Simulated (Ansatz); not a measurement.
**Si: an elastic constant from a strain scan**

Theory: DFT r2SCAN, scalar-relativistic, plane waves, PAW (Ansatz). The runs took a 500 eV cutoff, a Γ-centred 10×10×6 mesh and Gaussian smearing (0.05 eV). No spin polarisation. Energies are free energies at this smearing, counted from the undisturbed cell; pressure is positive in compression.

The undisturbed cell (relaxed at this level; this form isn't the usual structure):

```xyz
8
Lattice="6.9225 -1.9236 -0.0012 6.9225 1.9236 -0.0012 -0.7488 0.0000 6.2941" Properties=species:S:1:pos:R:3 pbc="T T T"
Si    0.1155    0.0000    5.5023
Si   12.9807    0.0000    0.7895
Si    7.2503    0.0000    4.1117
Si    5.8459    0.0000    2.1800
Si    2.9034    0.0000    0.3607
Si   10.1928    0.0000    5.9311
Si    9.6277    0.0000    3.6837
Si    3.4685    0.0000    2.6080
```

The cell is strained by ε times the Voigt pattern (1, -1, 0, 0, 0, 0) (xx, yy, zz, yz, xz, xy; engineering shear) with fractional coordinates fixed. The cell holds 8 atoms in V0 = 167.63 Å³. The stress column is τ = (1/V0) dE/dε, got from the stress tensor σ (compression positive) at each point as −det(1 + εP) σ : P(1 + εP)⁻¹, with P the pattern as a tensor.

```
      ε  ΔE (meV/atom)  τ (GPa)
-0.0400              ?        ?
-0.0200          9.589   -7.328
 0.0000          0.000   -0.005
 0.0100          2.392    3.664
 0.0300         21.626   11.060
```

Question: Which combination of elastic constants does this scan measure, and how large is it?

Answer: For small ε, τ = τ0 + Kε with K = pᵀCp, which for this pattern is C11 + C22 − 2 C12 in the Cartesian frame shown. The parabola through τ at ε = -0.0200, 0 and 0.0100 has slope K = 367 GPa at zero. The energies per cell, E = NΔE, of the same two points give K = 2[E(ε₊)/ε₊ − E(ε₋)/ε₋]/[(ε₊ − ε₋)V0] = 366 GPa, in agreement. These are clamped-ion values.

Question: Predict the withheld row at ε = -0.0400 from the harmonic law, and compare.

Answer: ΔE = V0(τ0 ε + Kε²/2)/N = 38.383 meV/atom and τ = -14.67 GPa. The calculation gives 38.324 meV/atom and -14.64 GPa, a miss of 0.2 % of the harmonic energy, so the harmonic law still holds here.

Forces appear on the atoms along this scan, and letting them relax would lower the energy and soften the response. The gap closes along the scan, which can put kinks into the curve.

Cost: 5 runs of about 12 core-minutes in all, on Intel Xeon Platinum 8259CL (Skylake/Cascade Lake) (shared hosts).